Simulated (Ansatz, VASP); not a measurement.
One calculation of Pt, two programs

Contents of POSCAR:

```
Pt
1.0
   -1.5842200000      1.5842200000      1.5842200000
    1.5842200000     -1.5842200000      1.5842200000
    1.5842200000      1.5842200000     -1.5842200000
Pt
1
Direct
    0.0000000000      0.0000000000      0.0000000000
```

Contents of INCAR.step1:

```
ALGO     = Normal         # electronic algorithm
EDIFF    = 1E-4           # SCF threshold, eV
ENCUT    = 520            # plane-wave cutoff, eV
GGA      = PE             # functional
ISMEAR   = 0              # smearing method
LASPH    = True           # aspherical terms in the spheres
LCHARG   = False          # write CHGCAR
LREAL    = False          # projectors in reciprocal space
LWAVE    = True           # write WAVECAR
NBANDS   = 11             # bands
NELM     = 80             # most SCF steps
PREC     = Accurate       # precision mode
SIGMA    = 0.15           # smearing width, eV
```

Contents of INCAR.step2:

```
ALGO     = Normal         # electronic algorithm
EDIFF    = 1E-7           # SCF threshold, eV
ENCUT    = 520            # plane-wave cutoff, eV
ISIF     = 2              # what is computed and relaxed
ISMEAR   = 0              # smearing method
ISTART   = 1            
LASPH    = True           # aspherical terms in the spheres
LCHARG   = True           # write CHGCAR
LELF     = True           # ELF
LMIXTAU  = True         
LREAL    = False          # projectors in reciprocal space
LVHAR    = True         
LWAVE    = False          # write WAVECAR
METAGGA  = R2SCAN         # meta-GGA
NBANDS   = 11             # bands
NELM     = 80             # most SCF steps
PREC     = Accurate       # precision mode
SIGMA    = 0.15           # smearing width, eV
```

File KPOINTS:

```
k-points
0
Gamma
  24 24 24
```

Input for Ansatz:

```yaml
crystal:
  lattice:
    - [-1.58422, 1.58422, 1.58422]
    - [1.58422, -1.58422, 1.58422]
    - [1.58422, 1.58422, -1.58422]
  atoms:
    - { symbol: Pt, position: [0.0, 0.0, 0.0] }
basis:
  ecutwfc: 500
kpoints:
  mp_grid: { grid: [24, 24, 24] }
hamiltonian:
  xc: r2scan
scf:
  occupations: { method: gaussian, width: 0.15 }
output:
  forces: true
  stress: true
  eigenvalues: true
```

This isn't the form of Pt at room conditions, which is fcc.

Alike in both runs: task single point; functional r2SCAN; k mesh 24 × 24 × 24; occupations gaussian, width 0.15 eV; no spin polarisation.

|  | VASP | Ansatz |
| --- | --- | --- |
| version | VASP 6.6.1 | Ansatz 0.2.0 |
| potentials or method | VASP PAW PBE potentials, release 64 (Pt) | scalar-relativistic, plane waves, PAW |
| plane-wave cutoff (eV) | 520 | 500 |
| valence electrons in the cell | 10 | 18 |

```csv
,VASP,Ansatz,Ansatz less VASP
gap on the k mesh at the Fermi level (eV),none,none,-
pressure (GPa),-6.0,-6.5,-0.51
```

A gap of «none» marks a metal or a gap that the smearing closes. The two sets of potentials don't hold the same shells in valence.

Caveats: the PAW data sets were made with another functional, which shifts forces and pressure a little (VASP). Spin-orbit coupling is left out, which matters for the levels of Pt.
